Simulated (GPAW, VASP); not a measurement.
This is a calculation of Al2O3 (Corundum) for VASP 6.6.1. 

File INCAR:

```
PREC     = Accurate       # precision mode
ENCUT    = 520            # plane-wave cutoff, eV
EDIFF    = 1E-7           # SCF threshold, eV
ISMEAR   = 0              # smearing method
SIGMA    = 0.015          # smearing width, eV
LREAL    = F              # projectors in reciprocal space
LASPH    = T              # aspherical terms in the spheres
NELM     = 100            # most SCF steps
ALGO     = Normal         # electronic algorithm
ISIF     = 2              # what is computed and relaxed
LWAVE    = F              # write WAVECAR
LCHARG   = F              # write CHGCAR
GGA      = PE             # functional
```

Contents of KPOINTS:

```
Automatic mesh
0
Gamma
  7 7 7
```

POSCAR

```
Al2O3
1.0
    2.3802500000      1.3742379782      4.3318666667
   -2.3802500000      1.3742379782      4.3318666667
    0.0000000000     -2.7484759565      4.3318666667
Al O
4 6
Direct
    0.8521600000      0.8521600000      0.8521600000
    0.6478400000      0.6478400000      0.6478400000
    0.1478400000      0.1478400000      0.1478400000
    0.3521600000      0.3521600000      0.3521600000
    0.0566800000      0.7500000000      0.4433200000
    0.7500000000      0.4433200000      0.0566800000
    0.4433200000      0.0566800000      0.7500000000
    0.9433200000      0.2500000000      0.5566800000
    0.2500000000      0.5566800000      0.9433200000
    0.5566800000      0.9433200000      0.2500000000
```

Potentials or basis: VASP PAW PBE potentials, release 64 (Al, O).

Command:

```sh
$ cat potpaw_PBE.64/Al/POTCAR potpaw_PBE.64/O/POTCAR > POTCAR
$ mpirun -np 1 vasp_std > vasp.out
```

Q: Set up the same calculation for GPAW 26.7.0 (ASE script). Potentials or basis there: GPAW PAW data sets (gpaw-data 1.2.1), cutoff 800 eV.

A: As run (cutoffs and basis follow the program's own potentials, and thresholds, step limits or extra output files can differ):

Contents of run.py:

```python
from ase import Atoms
from ase.dft.bandgap import bandgap
from ase.io import write
from ase.units import Bohr, GPa
from gpaw import GPAW, PW
from gpaw.elf import elf_from_dft_calculation

atoms = Atoms(['Al', 'Al', 'Al', 'Al', 'O', 'O', 'O', 'O', 'O', 'O'],
              cell=[[2.38025, 1.3742379782, 4.3318666667],
                    [-2.38025, 1.3742379782, 4.3318666667],
                    [0.0, -2.7484759565, 4.3318666667]],
              scaled_positions=[[0.85216, 0.85216, 0.85216],
                                [0.64784, 0.64784, 0.64784],
                                [0.14784, 0.14784, 0.14784],
                                [0.35216, 0.35216, 0.35216],
                                [0.05668, 0.75, 0.44332],
                                [0.75, 0.44332, 0.05668],
                                [0.44332, 0.05668, 0.75],
                                [0.94332, 0.25, 0.55668],
                                [0.25, 0.55668, 0.94332],
                                [0.55668, 0.94332, 0.25]],
              pbc=True)

calc = GPAW(mode=PW(800),
            xc='PBE',
            kpts={'size': (7, 7, 7), 'gamma': True},
            occupations={'name': 'methfessel-paxton', 'order': 0, 'width': 0.015},
            nbands=44,
            convergence={'density': 1e-05, 'energy': 1e-05},
            maxiter=150,
            txt='gpaw.txt')
atoms.calc = calc
energy = atoms.get_potential_energy()
forces = atoms.get_forces()
stress = atoms.get_stress()
calc.write('gs.gpw')
write('result.traj', atoms)
print(f'Energy: {energy:.6f} eV')
print('Forces (eV/A):')
print(forces.round(4))
print('Stress (GPa):', (stress / GPa).round(3))
print('Fermi level:', round(calc.get_fermi_level(), 4), 'eV')
print(f'Gap: {bandgap(calc)[0]:.4f} eV, direct: {bandgap(calc, direct=True)[0]:.4f} eV')

# fields on the real-space grid
write('density.cube', atoms, data=calc.get_pseudo_density() * Bohr**3)
write('potential.cube', atoms, data=calc.get_electrostatic_potential())
write('elf.cube', atoms, data=elf_from_dft_calculation(calc).data)
```

Potentials or basis: GPAW PAW data sets (gpaw-data 1.2.1), pw.

The run is started by

```sh
$ OMP_NUM_THREADS=1 python run.py
```

Both were run:

|  | VASP | GPAW |
| --- | --- | --- |
| Pressure | 7.2 GPa | 9.7 GPa |

Pressure is positive in compression.
